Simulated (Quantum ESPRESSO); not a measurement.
# AlN, rock salt type, strained in the (001) plane: a series in biaxial strain in the plane, part 3 of 5

Wanted: a table for AlN, rock salt type, strained in the (001) plane against biaxial strain in the plane, and what can be fitted to it.

Quantum ESPRESSO 7.5; plane-wave DFT, PBE, GBRV ultrasoft pseudopotentials.

So far. Step 2 (Variable-cell relaxation of the reference):  The last row is no step: it is a fresh SCF in the final cell with a new plane-wave basis, -0 meV from the row before. Step 3 (Relaxing cell and ions, -4 %):  The last row is no step: it is a fresh SCF in the final cell with a new plane-wave basis, -1 meV from the row before.

The structure was built from a prototype and need not be the compound's stable phase.

**5. Complex bands with pwcond.x, -4 %**

Level of this step: complex band structure by pwcond; plane-wave DFT, PBE, GBRV ultrasoft pseudopotentials (Quantum ESPRESSO).

pwcond with ikind = 0 solves for the decaying states at each energy.

Contents of m0.cbs.in:

```
&inputcond
  outdir = './out'
  prefixl = 'm0.scf'
  band_file = 'm0.cbs'
  ikind = 0
  ewind = 4.0
  epsproj = 1e-05
  nz1 = 7
  energy0 = 7.05
  denergy = -0.15
/
3
  0.00000000 0.00000000 1.00000000
  0.50000000 0.00000000 1.00000000
  0.50000000 0.50000000 1.00000000
55
```

Launch:

```console
OMP_NUM_THREADS=1 mpirun -n 4 pwcond.x -in m0.cbs.in > m0.cbs.out
```

Output:

```text
[banner, memory and clock lines left out]
Program PWCOND v.7.5 starts

          URL

     ./out/m0.scf.save/

     IMPORTANT: XC functional enforced from input :
     Exchange-correlation= PBE
                           (   1   4   3   4   0   0   0)
     Any further DFT definition will be discarded
     Please, verify this is what you really want

     Reading collected, re-writing distributed wavefunctions

===== INPUT FILE containing the left lead =====

     GEOMETRY:

     lattice parameter (alat)  =       5.2282  a.u.
     the volume                =     218.1561 (a.u.)^3
     the cross section         =      27.3337 (a.u.)^2
     l of the unit cell        =       1.5266 (alat)
     number of atoms/cell      =            4
     number of atomic types    =            2

     crystal axes: (cart. coord. in units of alat)
               a(1) = (  1.0000  0.0000  0.0000 )
               a(2) = (  0.0000  1.0000  0.0000 )
               a(3) = (  0.0000  0.0000  1.5266 )

   Cartesian axes

     site n.     atom                  positions (alat units)
          1        Al     tau(  1)=(  0.0000  0.0000  1.5266  )
          2        N      tau(  2)=(  0.5000  0.5000  1.5266  )
          3        Al     tau(  3)=(  0.5000  0.5000  0.7633  )
          4        N      tau(  4)=(  0.0000  0.0000  0.7633  )

     nr1s                      =           24
     nr2s                      =           24
     nr3s                      =           36
     nr1sx                     =           24
     nr2sx                     =           24
     nr3sx                     =           36
     nr1                       =           24
     nr2                       =           24
     nr3                       =           36
     nr1x                      =           24
     nr2x                      =           24
     nr3x                      =           36

 _______________________________
  Radii of nonlocal spheres:

     type       ibeta     ang. mom.          radius (alat units)
       Al         1         0                    0.3670
       Al         2         1                    0.3670
       Al         3         2                    0.3670
       N          1         0                    0.2312
       N          2         0                    0.2312
       N          3         1                    0.2312
       N          4         1                    0.2312
----- General information -----

----- Complex band structure calculation -----

     nrx                       =           24
     nry                       =           24
     nz1                       =            7

     energy0               =         7.0E+00
     denergy               =        -1.5E-01
     nenergy               =         55
     ecut2d                =         4.0E+01
     ewind                 =         4.0E+00
     epsproj               =         1.0E-05

     number of k_|| points=    3
                       cryst. coord.
        k(    1) = (   0.0000000   0.0000000), wk =   0.3333333
        k(    2) = (   0.5000000   0.0000000), wk =   0.3333333
        k(    3) = (   0.5000000   0.5000000), wk =   0.3333333
----- Information about left lead -----

     nocros                   =           17
     noins                    =           17
     norb                     =           51
     norbf                    =           51
     nrz                      =           36

      iorb      type   ibeta   ang. mom.   m       position (alat)
        1        1       1        0        1   taunew(   1)=(  0.0000  0.0000  0.0000)
        2        1       2        1        1   taunew(   2)=(  0.0000  0.0000  0.0000)
        3        1       2        1        2   taunew(   3)=(  0.0000  0.0000  0.0000)
        4        1       2        1        3   taunew(   4)=(  0.0000  0.0000  0.0000)
        5        1       3        2        1   taunew(   5)=(  0.0000  0.0000  0.0000)
        6        1       3        2        2   taunew(   6)=(  0.0000  0.0000  0.0000)
        7        1       3        2        3   taunew(   7)=(  0.0000  0.0000  0.0000)
        8        1       3        2        4   taunew(   8)=(  0.0000  0.0000  0.0000)
        9        1       3        2        5   taunew(   9)=(  0.0000  0.0000  0.0000)
       10        2       1        0        1   taunew(  10)=(  0.5000  0.5000  0.0000)
       11        2       2        0        1   taunew(  11)=(  0.5000  0.5000  0.0000)
       12        2       3        1        1   taunew(  12)=(  0.5000  0.5000  0.0000)
       13        2       3        1        2   taunew(  13)=(  0.5000  0.5000  0.0000)
       14        2       3        1        3   taunew(  14)=(  0.5000  0.5000  0.0000)
       15        2       4        1        1   taunew(  15)=(  0.5000  0.5000  0.0000)
       16        2       4        1        2   taunew(  16)=(  0.5000  0.5000  0.0000)
       17        2       4        1        3   taunew(  17)=(  0.5000  0.5000  0.0000)
       18        1       1        0        1   taunew(  18)=(  0.5000  0.5000  0.7633)
       19        1       2        1        1   taunew(  19)=(  0.5000  0.5000  0.7633)
       20        1       2        1        2   taunew(  20)=(  0.5000  0.5000  0.7633)
       21        1       2        1        3   taunew(  21)=(  0.5000  0.5000  0.7633)
       22        1       3        2        1   taunew(  22)=(  0.5000  0.5000  0.7633)
       23        1       3        2        2   taunew(  23)=(  0.5000  0.5000  0.7633)
       24        1       3        2        3   taunew(  24)=(  0.5000  0.5000  0.7633)
       25        1       3        2        4   taunew(  25)=(  0.5000  0.5000  0.7633)
       26        1       3        2        5   taunew(  26)=(  0.5000  0.5000  0.7633)
       27        2       1        0        1   taunew(  27)=(  0.0000  0.0000  0.7633)
       28        2       2        0        1   taunew(  28)=(  0.0000  0.0000  0.7633)
       29        2       3        1        1   taunew(  29)=(  0.0000  0.0000  0.7633)
       30        2       3        1        2   taunew(  30)=(  0.0000  0.0000  0.7633)
       31        2       3        1        3   taunew(  31)=(  0.0000  0.0000  0.7633)
       32        2       4        1        1   taunew(  32)=(  0.0000  0.0000  0.7633)
       33        2       4        1        2   taunew(  33)=(  0.0000  0.0000  0.7633)
       34        2       4        1        3   taunew(  34)=(  0.0000  0.0000  0.7633)
       35        1       1        0        1   taunew(  35)=(  0.0000  0.0000  1.5266)
       36        1       2        1        1   taunew(  36)=(  0.0000  0.0000  1.5266)
       37        1       2        1        2   taunew(  37)=(  0.0000  0.0000  1.5266)
       38        1       2        1        3   taunew(  38)=(  0.0000  0.0000  1.5266)
       39        1       3        2        1   taunew(  39)=(  0.0000  0.0000  1.5266)
       40        1       3        2        2   taunew(  40)=(  0.0000  0.0000  1.5266)
       41        1       3        2        3   taunew(  41)=(  0.0000  0.0000  1.5266)
       42        1       3        2        4   taunew(  42)=(  0.0000  0.0000  1.5266)
       43        1       3        2        5   taunew(  43)=(  0.0000  0.0000  1.5266)
       44        2       1        0        1   taunew(  44)=(  0.5000  0.5000  1.5266)
       45        2       2        0        1   taunew(  45)=(  0.5000  0.5000  1.5266)
       46        2       3        1        1   taunew(  46)=(  0.5000  0.5000  1.5266)
       47        2       3        1        2   taunew(  47)=(  0.5000  0.5000  1.5266)
       48        2       3        1        3   taunew(  48)=(  0.5000  0.5000  1.5266)
       49        2       4        1        1   taunew(  49)=(  0.5000  0.5000  1.5266)
       50        2       4        1        2   taunew(  50)=(  0.5000  0.5000  1.5266)
       51        2       4        1        3   taunew(  51)=(  0.5000  0.5000  1.5266)
    k slab    z(k)  z(k+1)     crossing(iorb=1,norb)
    1   0.0000 0.0424 0.0424   111111111111111110000000000000000000000000000000000
    2   0.0424 0.0848 0.0424   111111111111111110000000000000000000000000000000000
    3   0.0848 0.1272 0.0424   111111111111111110000000000000000000000000000000000
    4   0.1272 0.1696 0.0424   111111111111111110000000000000000000000000000000000
    5   0.1696 0.2120 0.0424   111111111111111110000000000000000000000000000000000
    6   0.2120 0.2544 0.0424   111111111111111110000000000000000000000000000000000
    7   0.2544 0.2968 0.0424   111111111000000000000000000000000000000000000000000
    8   0.2968 0.3392 0.0424   111111111000000000000000000000000000000000000000000
    9   0.3392 0.3816 0.0424   111111111000000000000000000000000000000000000000000
   10   0.3816 0.4241 0.0424   000000000000000001111111110000000000000000000000000
   11   0.4241 0.4665 0.0424   000000000000000001111111110000000000000000000000000
   12   0.4665 0.5089 0.0424   000000000000000001111111110000000000000000000000000
   13   0.5089 0.5513 0.0424   000000000000000001111111111111111100000000000000000
   14   0.5513 0.5937 0.0424   000000000000000001111111111111111100000000000000000
   15   0.5937 0.6361 0.0424   000000000000000001111111111111111100000000000000000
   16   0.6361 0.6785 0.0424   000000000000000001111111111111111100000000000000000
   17   0.6785 0.7209 0.0424   000000000000000001111111111111111100000000000000000
   18   0.7209 0.7633 0.0424   000000000000000001111111111111111100000000000000000
   19   0.7633 0.8057 0.0424   000000000000000001111111111111111100000000000000000
   20   0.8057 0.8481 0.0424   000000000000000001111111111111111100000000000000000
   21   0.8481 0.8905 0.0424   000000000000000001111111111111111100000000000000000
   22   0.8905 0.9329 0.0424   000000000000000001111111111111111100000000000000000
   23   0.9329 0.9753 0.0424   000000000000000001111111111111111100000000000000000
   24   0.9753 1.0177 0.0424   000000000000000001111111111111111100000000000000000
   25   1.0177 1.0601 0.0424   000000000000000001111111110000000000000000000000000
   26   1.0601 1.1025 0.0424   000000000000000001111111110000000000000000000000000
   27   1.1025 1.1449 0.0424   000000000000000001111111110000000000000000000000000
   28   1.1449 1.1873 0.0424   000000000000000000000000000000000011111111100000000
   29   1.1873 1.2297 0.0424   000000000000000000000000000000000011111111100000000
   30   1.2297 1.2722 0.0424   000000000000000000000000000000000011111111100000000
   31   1.2722 1.3146 0.0424   000000000000000000000000000000000011111111111111111
   32   1.3146 1.3570 0.0424   000000000000000000000000000000000011111111111111111
   33   1.3570 1.3994 0.0424   000000000000000000000000000000000011111111111111111
   34   1.3994 1.4418 0.0424   000000000000000000000000000000000011111111111111111
   35   1.4418 1.4842 0.0424   000000000000000000000000000000000011111111111111111
   36   1.4842 1.5266 0.0424   000000000000000000000000000000000011111111111111111
 ngper, shell number =           89          15
 ngper, n2d =           89          56
---  E-Ef =    7.0500000  k =    0.0000000   0.0000000
---  ie =          1  ik =          1
 Nchannels of the left tip =            3
 Right moving states:
   k1(2pi/a)   k2(2pi/a)   E-Ef (eV)
   0.2612998   0.0000000   7.0500000
   0.4107417   0.0000000   7.0500000
   0.4420705   0.0000000   7.0500000
 Left moving states:
   k1(2pi/a)   k2(2pi/a)   E-Ef (eV)
  -0.2612994   0.0000000   7.0500000
  -0.4107418   0.0000000   7.0500000
  -0.4420705  -0.0000000   7.0500000

---  E-Ef =    6.9000000  k =    0.0000000   0.0000000
---  ie =          2  ik =          1
 Nchannels of the left tip =            3
 Right moving states:
   k1(2pi/a)   k2(2pi/a)   E-Ef (eV)
   0.2436143   0.0000000   6.9000000
   0.3930745   0.0000000   6.9000000
   0.4192304   0.0000000   6.9000000
 Left moving states:
   k1(2pi/a)   k2(2pi/a)   E-Ef (eV)
  -0.2436139   0.0000000   6.9000000
  -0.3930746   0.0000000   6.9000000
  -0.4192304  -0.0000000   6.9000000
[... further energies and points left out ...]
---  E-Ef =   -0.9000000  k =    0.5000000   0.5000000
---  ie =         54  ik =          3
 Nchannels of the left tip =            0
 Right moving states:
   k1(2pi/a)   k2(2pi/a)   E-Ef (eV)
 Left moving states:
   k1(2pi/a)   k2(2pi/a)   E-Ef (eV)

---  E-Ef =   -1.0500000  k =    0.5000000   0.5000000
---  ie =         55  ik =          3
 Nchannels of the left tip =            0
 Right moving states:
   k1(2pi/a)   k2(2pi/a)   E-Ef (eV)
 Left moving states:
   k1(2pi/a)   k2(2pi/a)   E-Ef (eV)

Note: The following floating-point exceptions are signalling: IEEE_UNDERFLOW_FLAG
Note: The following floating-point exceptions are signalling: IEEE_UNDERFLOW_FLAG
Note: The following floating-point exceptions are signalling: IEEE_UNDERFLOW_FLAG
Note: The following floating-point exceptions are signalling: IEEE_UNDERFLOW_FLAG
```

Run time: 29 s. Hardware: 4 MPI ranks of Arm Neoverse N1, shared host; peak memory 0.18 GiB; 2 min of CPU time.

K across = (0, 0) in the cell's reciprocal vectors; values within 0.0025 1/Å of each other count once, columns are sorted by size at each energy, a dash where no further value was kept. Im kz of the slowest decaying states against energy, zero at the highest filled level of the SCF mesh:

```tsv
energy (eV)	decay 1 (Å⁻¹)	decay 2 (Å⁻¹)	decay 3 (Å⁻¹)
-1.05	1.03	1.35	2.38
-0.90	1.02	1.33	2.37
-0.60	0.996	1.3	2.35
-0.45	0.08	0.982	1.28
-0.15	0.292	0.955	1.25
0.00	0.019	0.347	0.941
0.30	0.145	0.429	0.913
0.45	0.175	0.461	0.898
0.75	0.218	0.515	0.869
0.90	0.235	0.537	0.854
1.20	0.262	0.575	0.823
1.35	0.273	0.592	0.807
1.65	0.291	0.62	0.774
1.80	0.298	0.632	0.758
1.95	0.304	0.643	0.74
2.25	0.313	0.663	0.705
2.40	0.316	0.672	0.686
2.70	0.32	0.647	0.686
2.85	0.32	0.627	0.693
3.15	0.317	0.585	0.703
3.30	0.315	0.562	0.708
3.60	0.307	0.514	0.715
3.75	0.301	0.487	0.706
4.05	0.287	0.43	0.645
4.20	0.278	0.399	0.612
4.35	0.267	0.364	0.577
4.65	0.241	0.282	0.499
4.80	0.225	0.23	0.455
5.10	0.182	0.351	0.726
5.25	0.154	0.285	0.725
5.55	0.05	0.722	1.95
5.70	0.72	1.94	1.98
6.00	0.715	1.92	1.96
6.15	0.712	1.91	1.95
6.45	0.706	1.89	1.93
6.60	0.702	1.88	1.92
6.90	0.693	1.86	1.91
7.05	0.688	1.84	1.90
```

K across = (1/2, 0) in the cell's reciprocal vectors; values within 0.0025 1/Å of each other count once, columns are sorted by size at each energy, a dash where no further value was kept. Im kz of the slowest decaying states against energy, zero at the highest filled level of the SCF mesh:

```tsv
energy (eV)	decay 1 (Å⁻¹)	decay 2 (Å⁻¹)	decay 3 (Å⁻¹)
-1.05	0.204	0.748	1.59
-0.75	0.248	0.954	-
-0.45	0.282	1.05	1.54
-0.15	0.309	1.10	1.51
0.00	0.321	1.12	1.5
0.30	0.34	1.15	1.47
0.60	0.355	1.17	1.45
0.90	0.367	1.18	1.42
1.20	0.376	1.19	1.39
1.50	0.382	1.20	1.37
1.80	0.386	1.20	1.34
1.95	0.387	1.20	1.32
2.25	0.387	1.20	1.29
2.55	0.384	1.19	1.27
2.85	0.379	1.18	1.24
3.15	0.371	1.18	1.21
3.45	0.36	1.17	1.18
3.75	0.346	1.15	1.15
4.05	0.328	1.11	1.14
4.20	0.318	1.10	1.14
4.50	0.294	1.06	1.12
4.80	0.264	1.03	1.10
5.10	0.225	0.997	1.09
5.40	0.171	0.962	1.07
5.70	0.077	0.925	1.05
6.00	0.887	1.03	2.57
6.15	0.867	1.02	2.57
6.45	0.827	1	2.56
6.75	0.784	0.978	2.55
7.05	0.738	0.953	2.54
```

K across = (1/2, 1/2) in the cell's reciprocal vectors; values within 0.0025 1/Å of each other count once, columns are sorted by size at each energy, a dash where no further value was kept. Table of Im kz of the slowest decaying states by energy, zero at the highest filled level of the SCF mesh:

```tsv
energy (eV)	decay 1 (Å⁻¹)	decay 2 (Å⁻¹)	decay 3 (Å⁻¹)
-1.05	0.432	2.88	2.95
-0.90	0.436	2.87	2.94
-0.60	0.441	0.447	2.86
-0.45	0.443	0.451	2.85
-0.15	0.444	0.454	2.84
0.00	0.445	0.455	2.83
0.30	0.443	0.454	2.82
0.45	0.442	0.453	2.81
0.75	0.437	0.448	2.80
0.90	0.434	0.444	2.79
1.20	0.427	0.435	2.78
1.35	0.423	0.429	2.77
1.65	0.413	0.417	2.76
1.80	0.407	2.75	-
1.95	0.4	2.75	2.76
2.25	0.382	0.386	2.73
2.40	0.371	0.378	2.73
2.70	0.347	0.36	2.71
2.85	0.333	0.35	2.71
3.15	0.302	0.327	2.69
3.30	0.284	0.315	2.68
3.60	0.241	0.287	2.66
3.75	0.215	0.271	2.65
4.05	0.146	0.234	2.63
4.20	0.091	0.212	2.62
4.35	0.187	2.61	2.64
4.65	0.118	2.60	2.63
4.80	0.056	2.59	2.62
5.10	2.57	2.61	2.65
5.25	2.56	2.60	2.64
5.55	2.54	2.58	2.62
5.70	2.53	2.58	2.62
6.00	2.51	2.56	2.60
6.15	2.50	2.56	2.59
6.45	2.48	2.54	2.58
6.60	2.48	2.54	2.57
6.90	2.46	2.52	2.55
7.05	2.45	2.51	2.54
```

[end of part 3 of 5]

[Logs are printed without paths, hosts, clocks, repeated set-up lines and the standing remarks that a program may print on its own settings, such as how far it seeks lower states.]

[Hosts, paths, dates, database ids (printed as entryN), source tags and the programs' standing remarks are cut or masked in the printed files.]

[Maps of the electrostatic potential energy from Ansatz leave out the sawtooth potential of an applied field or a dipole correction, so their vacuum need not be flat; planar profiles and work functions include it.]
